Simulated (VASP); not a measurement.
# Input and output of a VASP PBE0 single-point calculation on BN (zincblende)

INCAR, step 1 (PBE orbitals to start from)

```
LASPH = .TRUE.
NBANDS = 11
EDIFF = 1E-5
NELM = 120
GGA = PE
ENCUT = 520
LCHARG = .FALSE.
LREAL = .FALSE.
SIGMA = 0.01
ISMEAR = 0
PREC = Accurate
LWAVE = .TRUE.
```

INCAR, step 2

```
SIGMA = 0.01
ENCUT = 520
LHFCALC = .TRUE.
EDIFF = 1E-7
ALGO = Normal
ISTART = 1
NSW = 0
PRECFOCK = Fast
AEXX = 0.25
NELM = 120
IBRION = -1
LWAVE = .FALSE.
GGA = PE
HFRCUT = -1
LCHARG = .FALSE.
PREC = Accurate
LASPH = .TRUE.
ISIF = 2
LREAL = .FALSE.
NBANDS = 11
ISMEAR = 0
```

KPOINTS

```
KPOINTS created by Atomic Simulation Environment
0
Gamma
8 8 8
0 0 0
```

KPOINTS_OPT

```
special points
6
Reciprocal
0.0000000000 0.0000000000 0.0000000000 1
0.5000000000 0.0000000000 0.5000000000 1
0.5000000000 0.2500000000 0.7500000000 1
0.3750000000 0.3750000000 0.7500000000 1
0.5000000000 0.5000000000 0.5000000000 1
0.6250000000 0.2500000000 0.6250000000 1
```

POSCAR

```
B  N
 1.0000000000000000
     0.0000000000000000    1.8048254637186480    1.8048254637186480
     1.8048254637186480   -0.0000000000000000    1.8048254637186480
     1.8048254637186480    1.8048254637186480    0.0000000000000000
 B   N
   1   1
Cartesian
  0.0000000000000000  0.0000000000000000 -0.0000000000000000
  0.9024127318593240  0.9024127318593240  0.9024127318593240
```

VASP ran with the recommended PBE PAW datasets (8 valence electrons in the cell).

Command

```
mpirun -np 1 vasp_std
```

OSZICAR

```
N       E                     dE             d eps       ncg     rms          rms(c)
DAV:   1    -0.212753191037E+02   -0.21275E+02   -0.26340E-01   677   0.412E+00    0.467E-01
DAV:   2    -0.212764874951E+02   -0.11684E-02   -0.21235E-03   716   0.405E-01    0.302E-01
DAV:   3    -0.212759754610E+02    0.51203E-03   -0.41859E-04   695   0.138E-01    0.172E-01
DAV:   4    -0.212758505758E+02    0.12489E-03   -0.12982E-04   689   0.766E-02    0.970E-02
DAV:   5    -0.212758134313E+02    0.37145E-04   -0.24545E-05   719   0.397E-02    0.533E-02
DAV:   6    -0.212758021058E+02    0.11325E-04   -0.69614E-06   719   0.223E-02    0.288E-02
DAV:   7    -0.212757988490E+02    0.32568E-05   -0.17359E-06   731   0.115E-02    0.158E-02
DAV:   8    -0.212757978692E+02    0.97984E-06   -0.43195E-07   728   0.582E-03    0.885E-03
DAV:   9    -0.212757975818E+02    0.28740E-06   -0.12999E-07   636   0.318E-03    0.504E-03
DAV:  10    -0.212757975050E+02    0.76747E-07   -0.39000E-08   337   0.182E-03
   1 F= -.21275798E+02 E0= -.21275798E+02  d E =-.167361-118
       N       E                     dE             ncg
DAV:   1     0.307654200221E+03   -0.23433E+04      132
DAV:   2     0.106726108184E+03   -0.20093E+03      152
DAV:   3     0.101180266794E+03   -0.55458E+01      156
DAV:   4     0.101143162974E+03   -0.37104E-01      153
DAV:   5     0.101143116478E+03   -0.46495E-04      159
DAV:   6     0.101143116418E+03   -0.59983E-07      153
```

From OUTCAR

```
k-points           NKPTS =     29   k-points in BZ     NKDIM =    512   number of bands    NBANDS=     11

   NELECT =       8.0000    total number of electrons

   dimension x,y,z NGX =    20 NGY =   20 NGZ =   20
   dimension x,y,z NGXF=    40 NGYF=   40 NGZF=   40

  energy-cutoff  :      520.00
  volume of cell :       11.76
      direct lattice vectors                 reciprocal lattice vectors
     0.000000000  1.804825464  1.804825464    -0.277035098  0.277035098  0.277035098
     1.804825464  0.000000000  1.804825464     0.277035098 -0.277035098  0.277035098
     1.804825464  1.804825464  0.000000000     0.277035098  0.277035098 -0.277035098

 k-points in reciprocal lattice and weights: KPOINTS created by Atomic Simulation Env
   0.00000000  0.00000000  0.00000000       0.002
   0.12500000  0.00000000  0.00000000       0.016
   0.25000000  0.00000000  0.00000000       0.016
   0.37500000  0.00000000  0.00000000       0.016
   0.50000000  0.00000000  0.00000000       0.008
   0.12500000  0.12500000  0.00000000       0.012
   0.25000000  0.12500000  0.00000000       0.047
   0.37500000  0.12500000  0.00000000       0.047
   ...

 E-fermi :   6.3769

 k-point     1 :       0.0000    0.0000    0.0000
  band No.  band energies     occupation
      1     -15.9808      2.00000
      2       6.2147      2.00000
      3       6.2147      2.00000
      4       6.2147      2.00000
      5      17.5534      0.00000
      6      17.5534      0.00000
      7      17.5534      0.00000
      8      19.1989      0.00000
      9      33.8163      0.00000
     10      36.8231      0.00000
     11      36.8231      0.00000

 k-point     2 :       0.1250    0.0000    0.0000
  band No.  band energies     occupation
      1     -15.5719      2.00000
      2       4.1722      2.00000
      3       5.8042      2.00000
      4       5.8042      2.00000
      5      17.9172      0.00000
      6      18.1746      0.00000
      7      18.1746      0.00000
      8      20.5010      0.00000
      9      33.2942      0.00000
     10      33.5669      0.00000
     11      33.5669      0.00000

 k-point     3 :       0.2500    0.0000    0.0000
  band No.  band energies     occupation
      1     -14.3814      2.00000
      2       0.2052      2.00000
      3       4.9865      2.00000
      4       4.9865      2.00000
      5      18.3853      0.00000
      6      19.1952      0.00000
      7      19.1952      0.00000
      8      22.7142      0.00000
      9      32.4164      0.00000
     10      32.5167      0.00000
     11      32.5167      0.00000

 k-point     4 :       0.3750    0.0000    0.0000
  band No.  band energies     occupation
      1     -12.6276      2.00000
      2      -3.5825      2.00000
      3       4.3292      2.00000
      4       4.3293      2.00000
      5      18.7575      0.00000
      6      19.5460      0.00000
      7      19.5460      0.00000
      8      24.0420      0.00000
      9      32.3303      0.00000
     10      34.2382      0.00000
     11      34.2382      0.00000

 k-point     5 :       0.5000    0.0000    0.0000
  band No.  band energies     occupation
      1     -11.4324      2.00000
      2      -5.5002      2.00000
      3       4.0905      2.00000
      4       4.0905      2.00000
      5      18.8959      0.00000
      6      19.5272      0.00000
      7      19.5272      0.00000
      8      24.4246      0.00000
      9      32.6275      0.00000
     10      36.2178      0.00000
     11      36.2844      0.00000

 k-point     6 :       0.1250    0.1250    0.0000
  band No.  band energies     occupation
      1     -15.4362      2.00000
      2       4.8351      2.00000
      3       5.0157      2.00000
      4       5.0157      2.00000
      5      16.8002      0.00000
      6      19.2123      0.00000
      7      19.2123      0.00000
      8      20.4690      0.00000
      9      29.6479      0.00000
     10      35.0898      0.00000
     11      37.5636      0.00000

 k-point     7 :       0.2500    0.1250    0.0000
  band No.  band energies     occupation
      1     -14.5059      2.00000
      2       1.5882      2.00000
      3       4.0545      2.00000
      4       4.6401      2.00000
      5      16.9850      0.00000
      6      20.1128      0.00000
      7      20.5946      0.00000
      8      21.7326      0.00000
      9      28.4038      0.00000
     10      35.2845      0.00000
     11      36.0168      0.00000

 k-point     8 :       0.3750    0.1250    0.0000
  band No.  band energies     occupation
      1     -12.9167      2.00000
      2      -2.1874      2.00000
      3       3.4726      2.00000
      4       3.7242      2.00000
      5      17.6932      0.00000
      6      20.4710      0.00000
      7      21.1060      0.00000
      8      23.0098      0.00000
      9      29.7323      0.00000
     10      35.0057      0.00000
     11      36.4918      0.00000

 k-point     9 :       0.5000    0.1250    0.0000
  band No.  band energies     occupation
      1     -11.3272      2.00000
      2      -4.8903      2.00000
      3       2.8912      2.00000
      4       3.4648      2.00000
      5      18.1691      0.00000
      6      20.4000      0.00000
      7      20.7904      0.00000
      8      24.6285      0.00000
      9      30.8194      0.00000
     10      35.8758      0.00000
     11      36.5874      0.00000

 k-point    10 :      -0.3750    0.1250    0.0000
  band No.  band energies     occupation
      1     -11.7563      2.00000
      2      -4.2310      2.00000
      3       2.5136      2.00000
      4       4.0084      2.00000
      5      18.8337      0.00000
      6      20.1500      0.00000
      7      20.2826      0.00000
      8      24.5876      0.00000
      9      31.4470      0.00000
     10      33.2007      0.00000
     11      36.2513      0.00000

 k-point    11 :      -0.2500    0.1250    0.0000
  band No.  band energies     occupation
      1     -13.5028      2.00000
      2      -0.9859      2.00000
      3       2.7625      2.00000
      4       4.9127      2.00000
      5      19.3782      0.00000
      6      19.5468      0.00000
      7      19.7787      0.00000
      8      23.0737      0.00000
      9      30.6296      0.00000
     10      31.5736      0.00000
     11      36.1223      0.00000

 k-point    12 :      -0.1250    0.1250    0.0000
  band No.  band energies     occupation
      1     -14.9014      2.00000
      2       2.4643      2.00000
      3       3.8932      2.00000
      4       5.7336      2.00000
      5      18.4812      0.00000
      6      18.5498      0.00000
      7      19.3836      0.00000
      8      21.6943      0.00000
      9      30.8278      0.00000
     10      31.5098      0.00000
     11      35.8713      0.00000

 k-point    13 :       0.2500    0.2500    0.0000
  band No.  band energies     occupation
      1     -13.8560      2.00000
      2       1.8090      2.00000
      3       2.9364      2.00000
      4       2.9364      2.00000
      5      15.3101      0.00000
      6      20.3272      0.00000
      7      22.5886      0.00000
      8      22.5886      0.00000
      9      27.3005      0.00000
     10      36.5573      0.00000
     11      39.7774      0.00000

 k-point    14 :       0.3750    0.2500    0.0000
  band No.  band energies     occupation
      1     -12.5290      2.00000
      2      -0.8115      2.00000
      3       1.9565      2.00000
      4       2.2512      2.00000
      5      15.3302      0.00000
      6      20.1088      0.00000
      7      23.5350      0.00000
      8      23.7772      0.00000
      9      28.7454      0.00000
     10      36.4239      0.00000
     11      39.7572      0.00000

 k-point    15 :       0.5000    0.2500    0.0000
  band No.  band energies     occupation
      1     -10.9461      2.00000
      2      -3.3838      2.00000
      3       0.5635      2.00000
      4       2.2249      2.00000
      5      16.0616      0.00000
      6      21.9934      0.00000
      7      23.6663      0.00000
      8      23.7996      0.00000
      9      29.2750      0.00000
     10      35.9993      0.00000
     11      37.8766      0.00000

 k-point    16 :      -0.3750    0.2500    0.0000
  band No.  band energies     occupation
      1     -10.6091      2.00000
      2      -3.8475      2.00000
      3      -0.3556      2.00000
      4       2.8533      2.00000
      5      17.0259      0.00000
      6      22.7451      0.00000
      7      22.9088      0.00000
      8      25.0543      0.00000
      9      28.3600      0.00000
     10      33.7014      0.00000
     11      36.3821      0.00000

 ...

  Total       -0.2815161     -0.2815161     -0.2815161      0.0000000      0.0000000     -0.0000000
  in kB      -38.3599663    -38.3599663    -38.3599663      0.0000000      0.0000000     -0.0000000
  external PRESSURE =     -38.3599663 kB  Pullay stress =       0.0000000 kB

 POSITION                                       TOTAL-FORCE (eV/Angst)
 -----------------------------------------------------------------------------------
      0.00000      0.00000      0.00000        -0.000000     -0.000000     -0.000000
      0.90241      0.90241      0.90241         0.000000      0.000000      0.000000
 -----------------------------------------------------------------------------------
    total drift:                                0.000001     -0.000001      0.000000

  FREE ENERGIE OF THE ION-ELECTRON SYSTEM (eV)
  ---------------------------------------------------
  free  energy   TOTEN  =       -21.2757975050 eV

  energy  without entropy=      -21.2757975050  energy(sigma->0) =      -21.27579751
```

```yaml
gap_between_bands_v_and_c: 6.54 eV
least_direct_gap: 11.34 eV
pressure: -3.8 GPa
```

Band v is the last that the valence electrons fill when counted band by band, and c is the next.

The run (its last step) took about 6.6 min on one core of a shared host (Intel Xeon Platinum 8488C) and held 0.15 GiB at most.
